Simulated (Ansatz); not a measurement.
# Ta under strain

These are results of DFT PBE, scalar-relativistic, plane waves, PAW in Ansatz 0.2.0, not measurements. Run with 420 eV cutoff, 16×16×16 k-mesh, Gaussian smearing of 0.10 eV, no spin polarisation.

The relaxed crystal:

```yaml
crystal:
  lattice:
    - [3.31906, 0.00000, 0.00000]
    - [0.00000, 3.31906, 0.00000]
    - [0.00000, 0.00000, 3.31906]
  atoms:
    - { symbol: Ta, position: [0.00000, 0.00000, 0.00000] }
    - { symbol: Ta, position: [0.50000, 0.50000, 0.50000] }
```

Deformation: biaxial strain in the a-b plane, with the length and tilt of c and the atoms relaxed, all within the symmetry that the strain leaves. Energies are extrapolated to zero smearing. Stress is positive in compression, on the Cartesian axes of the cell above.

Spin–orbit coupling is left out, which can shift energies with elements as heavy as these.

```tsv
strain (%)	ΔE (meV/atom)	a (Å)	b (Å)	c (Å)	σxx (GPa)	σyy (GPa)	σzz (GPa)
-6.0	102.4	3.120	3.120	3.618	14.80	14.80	0.00
-4.0	44.8	3.186	3.186	3.502	9.89	9.89	0.00
-2.0	10.7	3.253	3.253	3.405	4.90	4.90	0.00
+0.0	0.0	3.319	3.319	3.319	0.09	0.09	0.09
+2.0	9.5	3.385	3.385	3.240	-4.04	-4.04	-0.01
+4.0	34.7	3.452	3.452	3.151	-6.27	-6.27	0.00
+6.0	64.0	3.518	3.518	3.065	-7.71	-7.71	0.00
```